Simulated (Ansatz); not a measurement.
## One structure, 3 elements: NaF, NaCl, NaI

Plane-wave DFT in Ansatz with scalar-relativistic PAW potentials, cutoff 420 eV, Γ-centred meshes chosen by cell and gap, Gaussian smearing with energies taken to zero width. Every cell was relaxed (cell and atoms) in a run of its own, within the symmetry of its start. Functional: PBE.

All members share space group Fm-3m and the same sites; only the element on one set of sites changes (F, Cl, I). Members needn't be the stable form of their composition. Energies over the elements, where given, are against the elements' standard states in the same functional (H₂, N₂, O₂ and halogens uncorrected, Hg as a solid). The first member:

Space group Fm-3m (No. 225). a = 4.700 Å, b = 4.700 Å, c = 4.700 Å, α = 90.00°, β = 90.00°, γ = 90.00°
```csv
atom,site,symmetry,x,y,z
Na,4a,m-3m,0.0000,0.0000,0.0000
F,4b,m-3m,0.5000,0.0000,0.0000
```

| compound | V (Å³/atom) | a (Å) | gap on mesh (eV) | energy over elements (eV/atom) |
| --- | --- | --- | --- | --- |
| NaF | 12.98 | 4.700 | 6.09 | -2.711 |
| NaI | 34.74 | 6.526 | 3.58 | -1.280 |

Q: Predict the member with Cl.

A: V (Å³/atom) 23.06, a (Å) 5.692, gap on mesh (eV) 5.00, energy over elements (eV/atom) -1.848. Interpolating linearly in period between F and I would give 20.23 Å³/atom (12.2 % too small) and a gap of 5.25 eV, with -2.234 eV/atom over the elements. Over the whole series the volume grows at each step down the group; the gap narrows; binding against the elements weakens. The p levels of the anion rise down the group and lift the valence band, the usual cause of such narrowing. Less electronegative, larger anions gain less from charge transfer and lattice energy, in line with the weaker binding.

Spin-orbit coupling is left out, which matters for the bands of heavy elements.